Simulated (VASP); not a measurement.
# CoO (Fm-3m) in VASP: a series of runs, part 2 of 2

VASP 6.6.1.

**3. Relaxation of cell and atoms, SCAN+D3(BJ), collinear spin, ferromagnetic start**

Contents of INCAR:

```
PREC = Accurate
ENCUT = 600
EDIFF = 1E-6
ISMEAR = -1
SIGMA = 0.05
LREAL = False
LASPH = True
NELM = 150
ALGO = Normal
ISIF = 3
LWAVE = False
LCHARG = False
ISPIN = 2
MAGMOM = 2 0
LORBIT = 11
LMAXMIX = 4
METAGGA = SCAN
LMIXTAU = True
IVDW = 12
IBRION = 2
NSW = 40
EDIFFG = -0.01
```

Contents of KPOINTS:

```
Automatic mesh
0
Gamma
  8 8 8
```

Contents of POSCAR:

```
CoO
1.0
    0.0000000000      2.1315000000      2.1315000000
    2.1315000000      0.0000000000      2.1315000000
    2.1315000000      2.1315000000      0.0000000000
Co O
1 1
Direct
    0.0000000000      0.0000000000      0.0000000000
    0.5000000000      0.5000000000      0.5000000000
```

Potentials or basis: VASP PAW PBE potentials, release 64 (Co, O).

The run is started by

```bash
$ cat potpaw_PBE.64/Co/POTCAR potpaw_PBE.64/O/POTCAR > POTCAR
$ mpirun -np 1 vasp_std > vasp.out
```

OUTCAR:

```text
PREC = Accurate
   ENCUT = 600
   EDIFF = 1E-6
   ISMEAR = -1
   LREAL = False
   LASPH = True
   NELM = 150
   ISIF = 3
   ISPIN = 2
   LORBIT = 11
   METAGGA = SCAN
   IVDW = 12
   IBRION = 2
   NSW = 40
   EDIFFG = -0.01
 IVDW          = 12

 ion  position               nearest neighbor table
   1  0.000  0.000  0.000-   2 2.13   2 2.13   2 2.13   2 2.13   2 2.13   2 2.13
   2  0.500  0.500  0.500-   1 2.13   1 2.13   1 2.13   1 2.13   1 2.13   1 2.13

  LATTYP: Found a face centered cubic cell.
 ALAT       =     4.2630000000

  Lattice vectors:

 A1 = (   0.0000000000,   2.1315000000,   2.1315000000)
 A2 = (   2.1315000000,   0.0000000000,   2.1315000000)
 A3 = (   2.1315000000,   2.1315000000,   0.0000000000)

Analysis of symmetry for initial positions (statically):
=====================================================================
 Subroutine PRICEL returns:
 Original cell was already a primitive cell.

 Routine SETGRP: Setting up the symmetry group for a
 face centered cubic supercell.

 Subroutine GETGRP returns: Found 48 space group operations
 (whereof 48 operations were pure point group operations)
 out of a pool of 48 trial point group operations.

The static configuration has the point symmetry O_h .

Analysis of symmetry for dynamics (positions and initial velocities):
=====================================================================
 Subroutine PRICEL returns:
 Original cell was already a primitive cell.

[... 348 lines left out ...]

 E-fermi :   8.2268     XC(G=0): -13.4292

 val. band max:        8.2169716951   @ k =  -0.3750   0.1250   0.0000
 cond. band min:       8.2375897231   @ k =  -0.2500   0.2500   0.0000
 fundamental gap:      0.0206180279
 Fermi energy:         8.2267983612

 spin component 1

 k-point     1 :       0.0000    0.0000    0.0000
  band No.  band energies     occupation
      1     -13.2966      1.00000
      2       4.4278      1.00000
      3       4.4287      1.00000
      4       4.8295      1.00000
      5       4.8296      1.00000
      6       4.8305      1.00000
      7       4.9818      1.00000
      8       4.9818      1.00000
      9       4.9818      1.00000
     10      10.0258      0.00000
     11      26.1736      0.00000
     12      27.5697      0.00000
[... 333 lines left out ...]
      1     -11.9369      1.00000
      2       0.4060      1.00000
      3       1.7118      1.00000
      4       1.8803      1.00000
      5       5.3162      1.00000
      6       5.5924      1.00000
      7       6.0899      1.00000
      8       6.8720      1.00000
      9       7.6058      1.00000
     10      16.4120      0.00000
     11      18.2118      0.00000
     12      20.4363      0.00000

 [... further k-points ...]

 spin component 2

 k-point     1 :       0.0000    0.0000    0.0000
  band No.  band energies     occupation
      1     -12.8162      1.00000
      2       5.6353      1.00000
      3       5.6355      1.00000
      4       5.6358      1.00000
      5       7.0138      1.00000
      6       7.0150      1.00000
      7       7.0324      1.00000
      8       9.7392      0.00000
      9       9.7684      0.00000
     10      10.8161      0.00000
     11      26.4335      0.00000
     12      28.1182      0.00000
[... 380 lines left out ...]
  FREE ENERGIE OF THE ION-ELECTRON SYSTEM (eV)
  ---------------------------------------------------
  free  energy   TOTEN  =       -25.5417841998 eV

  energy  without entropy=      -25.5051924329  energy(sigma->0) =      -25.52348832

 reached required accuracy - stopping structural energy minimisation

 total charge

# of ion       s       p       d       tot
------------------------------------------
    1        0.311   0.398   7.138   7.847
    2        1.560   3.504   0.000   5.063
--------------------------------------------------
tot          1.871   3.902   7.138  12.910

 magnetization (x)

# of ion       s       p       d       tot
------------------------------------------
    1        0.027   0.022   2.601   2.649
    2        0.029   0.227   0.000   0.257
--------------------------------------------------
tot          0.056   0.249   2.601   2.906
```

CONTCAR:

```text
CoO
   1.00000000000000
     0.0000000000000000    2.0955386203164408    2.0955386203164408
     2.0955386203164408   -0.0000000000000000    2.0955386203164408
     2.0955386203164408    2.0955386203164408   -0.0000000000000000
  Co              O
     1     1
Direct
     0.0000000000000000    0.0000000000000000    0.0000000000000000
     0.5000000000000000    0.5000000000000000    0.5000000000000000

  0.00000000E+00  0.00000000E+00  0.00000000E+00
  0.00000000E+00  0.00000000E+00  0.00000000E+00
```

It took 3.5 min on 1 thread of AMD EPYC 9R45 (Zen 5), shared host; peak memory 0.16 GiB.

What came out:

* Free energy: -25.5418 eV
* Relaxed volume: 9.20 Å³/atom
* Relaxed cell: a = 2.964 Å, b = 2.964 Å, c = 2.964 Å, α = 60.00°, β = 60.00°, γ = 60.00°
* Space group after relaxing (to 0.05 Å): Fm-3m (No. 225)
* Energy gained by relaxing: 0.4 meV/atom
* Ionic steps: 5
* Pressure after relaxing: 0.0 GPa
* Band gap on the k mesh: none (metal or under the smearing width)
* Net moment: 2.92 μB per cell
* Site moments: Co +2.65; O +0.26 μB
* Valence electrons inside the program's atomic spheres: Co 7.85; O 5.06
* Dispersion energy per atom: -0.078 eV

Step by step:
```csv
step,energy change (eV),largest force (eV/Å),pressure (GPa),volume (Å³)
1,0.0000,0.0000,-9.59,19.37
2,0.0177,0.0000,7.61,17.79
3,0.0024,0.0000,-4.36,18.83
4,-0.0010,0.0000,-0.31,18.43
5,-0.0009,0.0000,-0.01,18.40
```

Final structure:
```xyz
2
Lattice="0.0000 2.0955 2.0955 2.0955 0.0000 2.0955 2.0955 2.0955 0.0000" Properties=species:S:1:pos:R:3 pbc="T T T"
Co    0.0000    0.0000    0.0000
O     2.0955    2.0955    2.0955
```

Caveat: the PAW data sets were made with another functional, which shifts forces and pressure a little; a cell with one magnetic atom can't hold antiferromagnetic order, which such compounds often take; semilocal functionals often make such compounds metallic where correlation or magnetic order opens a gap, which also shifts bond lengths; pairwise dispersion overbinds metals, which lowers pressure and volume. With open d or f shells a metallic result of SCAN can be an artefact of self-interaction; +U or a hybrid may open a gap.

**4. Relaxation of cell and atoms, SCAN+D4, collinear spin, ferromagnetic start**

INCAR, as its differences from that of step 3:

```diff
@@ -18,3 +18,3 @@
 LMIXTAU = True
-IVDW = 12
+IVDW = 13
 IBRION = 2
```

KPOINTS is that of step 3.

POSCAR is that of step 3.

Potentials or basis: VASP PAW PBE potentials, release 64 (Co, O).

The run is started by

```bash
$ cat potpaw_PBE.64/Co/POTCAR potpaw_PBE.64/O/POTCAR > POTCAR
$ mpirun -np 1 vasp_std > vasp.out
```

OUTCAR:

```text
PREC = Accurate
   ENCUT = 600
   EDIFF = 1E-6
   ISMEAR = -1
   LREAL = False
   LASPH = True
   NELM = 150
   ISIF = 3
   ISPIN = 2
   LORBIT = 11
   METAGGA = SCAN
   IVDW = 13
   IBRION = 2
   NSW = 40
   EDIFFG = -0.01

 ion  position               nearest neighbor table
   1  0.000  0.000  0.000-   2 2.13   2 2.13   2 2.13   2 2.13   2 2.13   2 2.13
   2  0.500  0.500  0.500-   1 2.13   1 2.13   1 2.13   1 2.13   1 2.13   1 2.13

  LATTYP: Found a face centered cubic cell.
 ALAT       =     4.2630000000

  Lattice vectors:

 A1 = (   0.0000000000,   2.1315000000,   2.1315000000)
 A2 = (   2.1315000000,   0.0000000000,   2.1315000000)
 A3 = (   2.1315000000,   2.1315000000,   0.0000000000)

Analysis of symmetry for initial positions (statically):
=====================================================================
 Subroutine PRICEL returns:
 Original cell was already a primitive cell.

 Routine SETGRP: Setting up the symmetry group for a
 face centered cubic supercell.

 Subroutine GETGRP returns: Found 48 space group operations
 (whereof 48 operations were pure point group operations)
 out of a pool of 48 trial point group operations.

The static configuration has the point symmetry O_h .

Analysis of symmetry for dynamics (positions and initial velocities):
=====================================================================
 Subroutine PRICEL returns:
 Original cell was already a primitive cell.

 Routine SETGRP: Setting up the symmetry group for a
 face centered cubic supercell.

 Subroutine GETGRP returns: Found 48 space group operations
 (whereof 48 operations were pure point group operations)
 out of a pool of 48 trial point group operations.

The dynamic configuration has the point symmetry O_h .

Analysis of structural, dynamic, and magnetic symmetry:
=====================================================================
 Subroutine PRICEL returns:
 Original cell was already a primitive cell.

 Routine SETGRP: Setting up the symmetry group for a
 face centered cubic supercell.

 Subroutine GETGRP returns: Found 48 space group operations
 (whereof 48 operations were pure point group operations)
[... 141 lines left out ...]

 number of electron      15.0000007 magnetization       2.9866804

 Free energy of the ion-electron system (eV)
  ---------------------------------------------------
  ext. energy  EPLUGINS =         0.00000000
  ---------------------------------------------------
  free energy    TOTEN  =       -25.37021719 eV

  energy without entropy =      -25.33309748  energy(sigma->0) =      -25.35165733

------------------------ aborting loop because EDIFF is reached ----------------------------------------

  DFT-D4 for vdW energy calculation

  Edisp (eV):   -0.17008
[... 111 lines left out ...]
--------------------------------------- Ionic step        4  -------------------------------------------

 number of electron      14.9999997 magnetization       2.9308718

 Free energy of the ion-electron system (eV)
  ---------------------------------------------------
  ext. energy  EPLUGINS =         0.00000000
  ---------------------------------------------------
  free energy    TOTEN  =       -25.38707843 eV

  energy without entropy =      -25.35048476  energy(sigma->0) =      -25.36878160

 E-fermi :   8.1917     XC(G=0): -13.4135

 val. band max:        8.1830322316   @ k =   0.2500   0.2500   0.0000
 cond. band min:       8.2030773764   @ k =  -0.2500   0.2500   0.0000
 fundamental gap:      0.0200451448
 Fermi energy:         8.1916937757

 spin component 1

 k-point     1 :       0.0000    0.0000    0.0000
  band No.  band energies     occupation
      1     -13.3084      1.00000
      2       4.3889      1.00000
      3       4.3899      1.00000
      4       4.7937      1.00000
      5       4.7937      1.00000
      6       4.7947      1.00000
      7       4.9574      1.00000
      8       4.9574      1.00000
      9       4.9574      1.00000
     10       9.9756      0.00000
     11      26.1288      0.00000
     12      27.5135      0.00000
[... 333 lines left out ...]
      1     -11.9553      1.00000
      2       0.3917      1.00000
      3       1.6921      1.00000
      4       1.8583      1.00000
      5       5.2761      1.00000
      6       5.5522      1.00000
      7       6.0493      1.00000
      8       6.8293      1.00000
      9       7.5629      1.00000
     10      16.3661      0.00000
     11      18.1516      0.00000
     12      20.3855      0.00000

 [... further k-points ...]

 spin component 2

 k-point     1 :       0.0000    0.0000    0.0000
  band No.  band energies     occupation
      1     -12.8246      1.00000
      2       5.6149      1.00000
      3       5.6151      1.00000
      4       5.6154      1.00000
      5       6.9843      1.00000
      6       6.9856      1.00000
      7       7.0028      1.00000
      8       9.7055      0.00000
      9       9.7344      0.00000
     10      10.7672      0.00000
     11      26.3890      0.00000
     12      28.0624      0.00000
[... 378 lines left out ...]
  FREE ENERGIE OF THE ION-ELECTRON SYSTEM (eV)
  ---------------------------------------------------
  free  energy   TOTEN  =       -25.5626029859 eV

  energy  without entropy=      -25.5260093240  energy(sigma->0) =      -25.54430615

 reached required accuracy - stopping structural energy minimisation

 total charge

# of ion       s       p       d       tot
------------------------------------------
    1        0.310   0.396   7.136   7.842
    2        1.560   3.503   0.000   5.062
--------------------------------------------------
tot          1.870   3.899   7.136  12.904

 magnetization (x)

# of ion       s       p       d       tot
------------------------------------------
    1        0.027   0.021   2.605   2.653
    2        0.029   0.229   0.000   0.259
--------------------------------------------------
tot          0.056   0.251   2.605   2.912
```

OSZICAR:

```text
N       E                     dE             d eps       ncg     rms          rms(c)
DAV:   1     0.813943175652E+02    0.81394E+02   -0.80436E+03  1408   0.164E+03
DAV:   2    -0.232062689363E+02   -0.10460E+03   -0.93214E+02  1512   0.309E+02
[... 59 lines left out ...]
DAV:   8    -0.253870770892E+02    0.99393E-04   -0.12726E-05  1748   0.638E-02    0.655E-03
DAV:   9    -0.253870797183E+02   -0.26290E-05   -0.79638E-07   976   0.172E-02    0.149E-03
DAV:  10    -0.253870822021E+02   -0.24839E-05   -0.23343E-07   768   0.929E-03    0.889E-04
DAV:  11    -0.253870804706E+02    0.17316E-05   -0.38932E-08   768   0.315E-03    0.425E-04
DAV:  12    -0.253870792188E+02    0.12518E-05   -0.11285E-08   764   0.191E-03    0.134E-04
DAV:  13    -0.253870784266E+02    0.79222E-06   -0.49672E-09   764   0.966E-04
   4 F= -.25562603E+02 E0= -.25544306E+02  d E =-.223068E-01  mag=     2.9309
```

Run time: 3.2 min. Hardware: 1 thread of AMD EPYC 9R45 (Zen 5), shared host; peak memory 0.15 GiB.

Results:

```
Free energy                                           : -25.5626 eV
Relaxed volume                                        : 9.22 Å³/atom
Relaxed cell                                          : a = 2.966 Å, b = 2.966 Å, c = 2.966 Å, α = 60.00°, β = 60.00°, γ = 60.00°
Space group after relaxing (to 0.05 Å)                : Fm-3m (No. 225)
Energy gained by relaxing                             : 11.2 meV/atom
Ionic steps                                           : 4
Pressure after relaxing                               : -0.1 GPa
Band gap on the k mesh                                : none (metal or under the smearing width)
Net moment                                            : 2.93 μB per cell
Site moments                                          : Co +2.65; O +0.26 μB
Valence electrons inside the program's atomic spheres : Co 7.84; O 5.06
Dispersion energy per atom                            : -0.088 eV
```

The path:
| step | energy change (eV) | largest force (eV/Å) | pressure (GPa) | volume (Å³) |
| --- | --- | --- | --- | --- |
| 1 | 0.0000 | 0.0000 | -9.12 | 19.37 |
| 2 | -0.0059 | 0.0000 | 6.99 | 17.86 |
| 3 | -0.0225 | 0.0000 | -1.50 | 18.58 |
| 4 | -0.0223 | 0.0000 | -0.11 | 18.45 |

Final structure:
```
CELL_PARAMETERS angstrom
0.00000 2.09723 2.09723
2.09723 0.00000 2.09723
2.09723 2.09723 0.00000
ATOMIC_POSITIONS crystal
Co 0.00000 0.00000 0.00000
O 0.50000 0.50000 0.50000
```

Levels at points of the mesh, in eV from the Fermi level:
Spin up:
```
           k point  band 6  band 7  band 8  band 9  band 10  band 11  band 12
(0.00, 0.00, 0.00)   -3.40   -3.23   -3.23   -3.23     1.78    17.94    19.32
(0.50, 0.00, 0.00)   -2.67   -2.01    0.06    0.06     5.87    10.63    14.54
(0.50, 0.50, 0.00)   -3.45   -2.85   -2.36   -2.36     6.74    11.08    12.53
```
Spin down:
```
           k point  band 4  band 5  band 6  band 7  band 8  band 9
(0.00, 0.00, 0.00)   -2.58   -1.21   -1.21   -1.19    1.51    1.54
(0.50, 0.00, 0.00)   -4.66   -0.12   -0.10    0.21    4.30    4.32
(0.50, 0.50, 0.00)   -3.95   -2.34    0.08    0.08    2.09    2.67
```

Caveat: the PAW data sets were made with another functional, which shifts forces and pressure a little; a cell with one magnetic atom can't hold antiferromagnetic order, which such compounds often take; semilocal functionals often make such compounds metallic where correlation or magnetic order opens a gap, which also shifts bond lengths; pairwise dispersion overbinds metals, which lowers pressure and volume. With open d or f shells a metallic result of SCAN can be an artefact of self-interaction; +U or a hybrid may open a gap.

**5. Summary**

| level | gap on the mesh (eV) | pressure (GPa) | moment (μB) | relaxed volume (Å³/atom) |
| --- | --- | --- | --- | --- |
| SCAN+D3 | none | 0.0 | 2.93 | 9.22 |
| SCAN+D3(BJ) | none | 0.0 | 2.92 | 9.20 |
| SCAN+D4 | none | -0.1 | 2.93 | 9.22 |

Alike in all rows: task relaxation of cell and atoms; potentials or basis VASP PAW PBE potentials, release 64 (Co, O); spin collinear, ferromagnetic start; cell relaxed; k mesh 8 × 8 × 8; cutoff (eV) 600; smearing fermi-dirac 0.05 eV.

Caveats: the PAW data sets were made with another functional, which shifts forces and pressure a little; a cell with one magnetic atom can't hold antiferromagnetic order, which such compounds often take; semilocal functionals often make such compounds metallic where correlation or magnetic order opens a gap, which also shifts bond lengths; pairwise dispersion overbinds metals, which lowers pressure and volume.

Absolute energies hang on the potentials; compare differences alone.
